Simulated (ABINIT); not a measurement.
# AlNi (Cmmm) in ABINIT: a series of runs

Runs on AlNi. Level: PBEsol. Tasks: single point.

All numbers are computed with ABINIT 10.8.3 (patched build); they aren't measurements. Logs are shortened: lines on timing, memory, paths and dates and some standing lists are left out, and cuts for length are marked. The log counts tension as positive stress, the text compression.

## (1) The crystal as given

It takes space group Cmmm (No. 65, orthorhombic). Conventional cell: a = 3.877 Å, b = 3.906 Å, c = 3.099 Å, α = 90.00°, β = 90.00°, γ = 90.00°. Ni (site symmetry mmm) has 8 Al at 2.48 to 2.49 Å and 4 Ni at 2.75 Å as nearest neighbours. Al (site symmetry mmm) is surrounded by 8 Ni at 2.48 to 2.49 Å and 4 Al at 2.75 Å.

The cell comes from a database or a generator and needn't be the stable form of this composition.

## (2) Single point, PBEsol, collinear spin, ferromagnetic start

The input, run.abi:

```
# Pseudopotentials
pp_dirpath "./"
pseudos "Ni.upf, Al.upf"

# Structure
acell 3*1.0
rprim
     3.6636006995    -3.6909944528     0.0000000000
     3.6636006995     3.6909944528     0.0000000000
     0.0000000000     0.0000000000     5.8570739205
ntypat 2
znucl 28 13
natom 2
typat 1 2
xred
     0.5000000000     0.5000000000     0.5000000000
     0.0000000000     0.0000000000     0.0000000000
chkprim 0
chksymtnons 0
tolsym 1.0e-6

# Plane-wave basis
ecut 49.0

# k points
kptopt 1
ngkpt 8 8 7
nshiftk 1
shiftk 0.0 0.0 0.0

# Exchange and correlation
ixc -116133

# Bands and occupations
nband 15
occopt 3
tsmear 0.00183747

# Spin
nsppol 2
spinat
     0.0000000000     0.0000000000     1.0000000000
     0.0000000000     0.0000000000     0.0000000000

# SCF cycle
nstep 100
tolvrs 1.0e-10

# Output
iomode 3
prtwf 0
prteig 0
prtebands 0
enunit 2
prtden 1
prtvha 1
prtvclmb 1
prtpot 1
```

Potentials or basis: PseudoDojo NC SR PBEsol v0.4.1 standard.

On the command line:

```console
$ abinit run.abi > log 2>&1
```

run.abo:

```text
.Version 10.8.3 of ABINIT
 Symmetries : space group Cm m m (# 65); Bravais oC (1-face-center ortho.)
================================================================================
 Values of the parameters that define the memory need of the present run
     intxc =       0    ionmov =       0      iscf =       7    lmnmax =       6
     lnmax =       6     mgfft =      40  mpssoang =       3    mqgrid =    3001
     natom =       2  nloc_mem =       1    nspden =       2   nspinor =       1
    nsppol =       2      nsym =       8    n1xccc =    2501    ntypat =       2
    occopt =       3   xclevel =       2
       mpw =        2616          nfft =       51840          nkpt =          84
================================================================================
================================================================================

--------------------------------------------------------------------------------
------------- Echo of variables that govern the present computation ------------
--------------------------------------------------------------------------------
 -outvars: echo values of preprocessed input variables --------
            acell      1.0000000000E+00  1.0000000000E+00  1.0000000000E+00 Bohr
              amu      5.86900000E+01  2.69815390E+01
          chkprim           0
      chksymtnons           0
             ecut      4.90000000E+01 Hartree
           enunit           2
                       outvar_i_n : Printing only first  50 k-points.
              ixc     -116133
                       outvar_i_n : Printing only first  50 k-points.
         kptrlatt        8    0    0      0    8    0      0    0    7
          kptrlen      4.09995174E+01
            natom           2
            nband          15
            ngfft          36      36      40
             nkpt          84
           nspden           2
           nsppol           2
            nstep         100
             nsym           8
           ntypat           2
                       prtocc : prtvol=0, do not print more k-points.
                       1.000000  1.000000  1.000000  1.000000  1.000000  1.000000
                       1.000000  1.000000  1.000000  1.000000  1.000000  0.000000
                       0.000000  0.000000  0.000000
                       1.000000  1.000000  1.000000  1.000000  1.000000  1.000000
                       1.000000  1.000000  1.000000  1.000000  1.000000  0.000000
                       0.000000  0.000000  0.000000
                       1.000000  1.000000  1.000000  1.000000  1.000000  1.000000
                       1.000000  1.000000  1.000000  1.000000  1.000000  0.000000
                       0.000000  0.000000  0.000000
                       1.000000  1.000000  1.000000  1.000000  1.000000  1.000000
                       1.000000  1.000000  1.000000  1.000000  1.000000  0.000000
                       0.000000  0.000000  0.000000
                       1.000000  1.000000  1.000000  1.000000  1.000000  1.000000
                       1.000000  1.000000  1.000000  1.000000  1.000000  0.000000
[... 298 lines left out ...]
 length scales=  1.000000000000  1.000000000000  1.000000000000 bohr
              =  0.529177210544  0.529177210544  0.529177210544 angstroms
 Fermi (or HOMO) energy (hartree) =   0.39979   Average Vxc (hartree)=  -0.45376
 Magnetization (Bohr magneton)=  3.90361112E-07
 Total spin up =  1.04999998E+01   Total spin down =  1.05000002E+01
 Eigenvalues (hartree) for nkpt=  84  k points, SPIN UP:
 kpt#   1, nband= 15, wtk=  0.00223, kpt=  0.0000  0.0000  0.0000 (reduced coord)
  -3.39012   -1.93978   -1.93911   -1.93900   -0.01573    0.27320    0.27737    0.33803
   0.33874    0.34951    0.50667    0.65731    0.65889    0.66355    0.71815
      occupation numbers for kpt#   1
   1.00000    1.00000    1.00000    1.00000    1.00000    1.00000    1.00000    1.00000
   1.00000    1.00000    0.00000    0.00000    0.00000    0.00000    0.00000
 prteigrs : prtvol=0 or 1, do not print more k-points.

 Eigenvalues (hartree) for nkpt=  84  k points, SPIN DOWN:
 kpt#   1, nband= 15, wtk=  0.00223, kpt=  0.0000  0.0000  0.0000 (reduced coord)
  -3.39012   -1.93978   -1.93911   -1.93900   -0.01573    0.27320    0.27737    0.33803
   0.33874    0.34951    0.50667    0.65731    0.65889    0.66355    0.71815
      occupation numbers for kpt#   1
   1.00000    1.00000    1.00000    1.00000    1.00000    1.00000    1.00000    1.00000
   1.00000    1.00000    0.00000    0.00000    0.00000    0.00000    0.00000
 prteigrs : prtvol=0 or 1, do not print more k-points.

 Fermi (or HOMO) energy (eV) =  10.87891   Average Vxc (eV)= -12.34748
 Eigenvalues (   eV  ) for nkpt=  84  k points, SPIN UP:
 kpt#   1, nband= 15, wtk=  0.00223, kpt=  0.0000  0.0000  0.0000 (reduced coord)
 -92.24985  -52.78407  -52.76585  -52.76275   -0.42807    7.43402    7.54773    9.19820
   9.21758    9.51072   13.78728   17.88634   17.92932   18.05612   19.54196
 prteigrs : prtvol=0 or 1, do not print more k-points.

 Eigenvalues (   eV  ) for nkpt=  84  k points, SPIN DOWN:
 kpt#   1, nband= 15, wtk=  0.00223, kpt=  0.0000  0.0000  0.0000 (reduced coord)
 -92.24985  -52.78408  -52.76585  -52.76275   -0.42807    7.43402    7.54773    9.19820
   9.21757    9.51072   13.78728   17.88634   17.92932   18.05612   19.54196
 prteigrs : prtvol=0 or 1, do not print more k-points.

--- !EnergyTerms
iteration_state     : {dtset: 1, }
comment             : Components of total free energy in Hartree
kinetic             :  7.98832630716508E+01
hartree             :  6.37951589319422E+01
xc                  : -2.24002396031642E+01
Ewald energy        : -9.50234501334596E+01
psp_core            :  2.68552870812621E+00
local_psp           : -1.72832475239960E+02
non_local_psp       : -2.61262519009569E+01
internal            : -1.70018466165821E+02
'-kT*entropy'       : -3.60764157993523E-04
total_energy        : -1.70018826929979E+02
total_energy_eV     : -4.62644796868026E+03
band_energy         : -1.47663577050734E+01
...

 Cartesian components of stress tensor (hartree/bohr^3)
  sigma(1 1)= -9.86033837E-05  sigma(3 2)=  0.00000000E+00
  sigma(2 2)= -4.41604744E-05  sigma(3 1)=  0.00000000E+00
  sigma(3 3)=  9.40807550E-05  sigma(2 1)=  0.00000000E+00

-Cartesian components of stress tensor (GPa)         [Pressure=  4.7744E-01 GPa]
- sigma(1 1)= -2.90101171E+00  sigma(3 2)=  0.00000000E+00
- sigma(2 2)= -1.29924601E+00  sigma(3 1)=  0.00000000E+00
- sigma(3 3)=  2.76795137E+00  sigma(2 1)=  0.00000000E+00

== END DATASET(S) ==============================================================
================================================================================

 -outvars: echo values of variables after computation  --------
            acell      1.0000000000E+00  1.0000000000E+00  1.0000000000E+00 Bohr
           etotal     -1.7001882693E+02
            fcart     -0.0000000000E+00 -0.0000000000E+00 -0.0000000000E+00
                      -0.0000000000E+00 -0.0000000000E+00 -0.0000000000E+00
            rprim      3.6636006995E+00 -3.6909944528E+00  0.0000000000E+00
                       3.6636006995E+00  3.6909944528E+00  0.0000000000E+00
                       0.0000000000E+00  0.0000000000E+00  5.8570739205E+00
           strten     -9.8603383715E-05 -4.4160474381E-05  9.4080754966E-05
                       0.0000000000E+00  0.0000000000E+00  0.0000000000E+00
           xangst      1.9386939987E+00 -9.0771109246E-18  1.5497150196E+00
                       0.0000000000E+00  0.0000000000E+00  0.0000000000E+00
             xred      5.0000000000E-01  5.0000000000E-01  5.0000000000E-01
                       0.0000000000E+00  0.0000000000E+00  0.0000000000E+00
 Calculation completed.
```

Run time: 6.1 min. Hardware: 1 thread of Intel Xeon Platinum 8375C at 2.90GHz (Ice Lake), shared host; peak memory 0.17 GiB.

Results:

```
Free energy                                           : -4626.4480 eV
Pressure                                              : 0.5 GPa
Band gap on the k mesh                                : none (metal or under the smearing width)
Net moment                                            : 0.00 μB per cell
Valence electrons inside the program's atomic spheres : Ni 16.46; Al 0.98
```

Stress tensor (GPa, compression positive):
```
 2.90  0.00  0.00
 0.00  1.30  0.00
 0.00  0.00 -2.77
```

Caveat: small starting moments can end in a higher magnetic state in this program.

## (3) Single point, PBEsol, collinear spin, ferromagnetic start

Edit run.abi of step 2 so:

```diff
@@ -22,3 +22,3 @@
 # Plane-wave basis
-ecut 49.0
+ecut 52.0
```

Potentials or basis: PseudoDojo NC SR PBEsol v0.4 stringent.

On the command line:

```console
$ abinit run.abi > log 2>&1
```

Wall time 6.7 min (1 thread of Intel Xeon Platinum 8375C at 2.90GHz (Ice Lake), shared host); peak memory 0.18 GiB.

The run converged. Its results:

```
Free energy                                           : -4664.6555 eV
Pressure                                              : 0.5 GPa
Band gap on the k mesh                                : none (metal or under the smearing width)
Net moment                                            : 0.00 μB per cell
Valence electrons inside the program's atomic spheres : Ni 16.46; Al 0.98
```

Stress tensor (GPa, compression positive):
```
 2.88  0.00  0.00
 0.00  1.28  0.00
 0.00  0.00 -2.75
```

Levels at points of the mesh, in eV from the Fermi level:
Spin up:
```tsv
k point	band 9	band 10	band 11	band 12	band 13	band 14
(0.00, 0.00, 0.00)	-1.66	-1.37	2.90	7.00	7.05	7.18
(0.50, 0.00, 0.00)	-2.09	-1.55	-0.39	7.76	7.93	9.36
(0.50, 0.50, 0.00)	-2.46	-2.34	-0.89	2.20	3.30	10.74
```
Spin down:
```tsv
k point	band 9	band 10	band 11	band 12	band 13	band 14
(0.00, 0.00, 0.00)	-1.66	-1.37	2.90	7.00	7.05	7.18
(0.50, 0.00, 0.00)	-2.09	-1.55	-0.39	7.76	7.93	9.36
(0.50, 0.50, 0.00)	-2.46	-2.34	-0.89	2.20	3.30	10.74
```

Caveat: small starting moments can end in a higher magnetic state in this program.

## (4) Single point, PBEsol, collinear spin, ferromagnetic start

Edit run.abi of step 3 so:

```diff
@@ -2,3 +2,3 @@
 pp_dirpath "./"
-pseudos "Ni.upf, Al.upf"
+pseudos "Ni.GGA_PBE-JTH.xml, Al.GGA_PBE-JTH.xml"
 
@@ -22,3 +22,5 @@
 # Plane-wave basis
-ecut 52.0
+ecut 41.0
+pawecutdg 63.0
+pawxcdev 0
 
@@ -46,3 +48,3 @@
 nstep 100
-tolvrs 1.0e-10
+tolvrs 1.0e-9
```

Potentials or basis: JTH PAW PBE v2.0.

On the command line:

```console
$ abinit run.abi > log 2>&1
```

run.abo:

```text
.Version 10.8.3 of ABINIT
 Symmetries : space group Cm m m (# 65); Bravais oC (1-face-center ortho.)
================================================================================
 Values of the parameters that define the memory need of the present run
     intxc =       0    ionmov =       0      iscf =      17    lmnmax =      18
     lnmax =       6     mgfft =      36  mpssoang =       3    mqgrid =    3001
     natom =       2  nloc_mem =       2    nspden =       2   nspinor =       1
    nsppol =       2      nsym =       8    n1xccc =       1    ntypat =       2
    occopt =       3   xclevel =       2
       mpw =        2019          nfft =       32400          nkpt =          84
 PAW method is used; the additional fine FFT grid is defined by:
   mgfftf=        45    nfftf =     72000
================================================================================
================================================================================

--------------------------------------------------------------------------------
[... 436 lines left out ...]
- sigma(2 2)= -1.89070185E+00  sigma(3 1)=  0.00000000E+00
- sigma(3 3)=  2.04093463E+00  sigma(2 1)=  0.00000000E+00

== END DATASET(S) ==============================================================
================================================================================

 -outvars: echo values of variables after computation  --------
            acell      1.0000000000E+00  1.0000000000E+00  1.0000000000E+00 Bohr
           etotal     -1.7291982360E+02
            fcart     -0.0000000000E+00 -0.0000000000E+00 -0.0000000000E+00
                      -0.0000000000E+00 -0.0000000000E+00 -0.0000000000E+00
            rprim      3.6636006995E+00 -3.6909944528E+00  0.0000000000E+00
                       3.6636006995E+00  3.6909944528E+00  0.0000000000E+00
                       0.0000000000E+00  0.0000000000E+00  5.8570739205E+00
           strten     -1.1949374711E-04 -6.4263649640E-05  6.9369958150E-05
                       0.0000000000E+00  0.0000000000E+00  0.0000000000E+00
           xangst      1.9386939987E+00 -9.0771109246E-18  1.5497150196E+00
                       0.0000000000E+00  0.0000000000E+00  0.0000000000E+00
             xred      5.0000000000E-01  5.0000000000E-01  5.0000000000E-01
                       0.0000000000E+00  0.0000000000E+00  0.0000000000E+00
 Calculation completed.
```

It took 4.3 min on 1 thread of Intel Xeon Platinum 8375C at 2.90GHz (Ice Lake), shared host; peak memory 0.25 GiB.

What came out:

```yaml
Free_energy: -4705.3881 eV
Pressure: 1.1 GPa
Band_gap_on_the_k_mesh: none (metal or under the smearing width)
Net_moment: 0.00 μB per cell
Valence_electrons_inside_the_program's_atomic_spheres: Ni 15.92; Al 0.81
```

Stress tensor (GPa, compression positive):
```
 3.52  0.00  0.00
 0.00  1.89  0.00
 0.00  0.00 -2.04
```

Caveat: small starting moments can end in a higher magnetic state in this program; the PAW data sets were made with another functional, which shifts forces and pressure a little.

## (5) The runs side by side

| potentials or basis | cutoff (eV) | fine-grid cutoff | gap on the mesh (eV) | pressure (GPa) | moment (μB) |
| --- | --- | --- | --- | --- | --- |
| PseudoDojo NC SR PBEsol v0.4.1 standard | 1333 | - | none | 0.5 | 0.00 |
| PseudoDojo NC SR PBEsol v0.4 stringent | 1415 | - | none | 0.5 | 0.00 |
| JTH PAW PBE v2.0 | 1116 | 1714.32 eV | none | 1.1 | 0.00 |

Alike in all rows: task single point; level PBEsol; spin collinear, ferromagnetic start; cell as given; k mesh 8 × 8 × 7; smearing fermi-dirac 0.05 eV.

Caveats: small starting moments can end in a higher magnetic state in this program; the PAW data sets were made with another functional, which shifts forces and pressure a little (some runs).

Total energies depend on the potentials used, so only differences within one code and one set of settings carry meaning.
